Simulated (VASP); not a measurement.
A convergence study with VASP on Li₂O (antifluorite): one setting is varied, all else stays as given below, so the limit is that of these other settings.

```xyz
3
Lattice="0.0000 2.3100 2.3100 2.3100 0.0000 2.3100 2.3100 2.3100 0.0000" Properties=species:S:1:pos:R:3 pbc="T T T"
Li     1.1550     1.1550     1.1550
Li     3.4650     3.4650     3.4650
O      0.0000     0.0000     0.0000
```

The numbers are results of PBE GGA, VASP's PBE PAW potentials (set 64) (plane waves; VASP), not measurements. The tightest run used: 700 eV cut-off, 7×7×7 Γ-centred mesh, Gaussian smearing of 0.010 eV, potentials Li_sv O.

| setting | mean ε∞ | highest Γ mode (cm⁻¹) | plane waves |
|---|---|---|---|
| ENCUT = 300 | 2.81 | 523.7 | 301 |
| ENCUT = 400 | 2.89 | 546.1 | 459 |
| ENCUT = 500 | 2.92 | 525.6 | 637 |

### Question
These are the cheaper rows. Estimate the results at ENCUT = 700, and how far the last row shown lies from them.

### Answer

```csv
quantity,tightest run,last row shown is off by
mean ε∞,2.92,0.00
highest Γ mode (cm⁻¹),527.2,-1.6
```

Left out are rungs that failed or repeat a setting and relaxations that didn't move; long series are thinned to 24 rows.

The compound is Li2O in the antifluorite structure. The cell was not relaxed at this level.
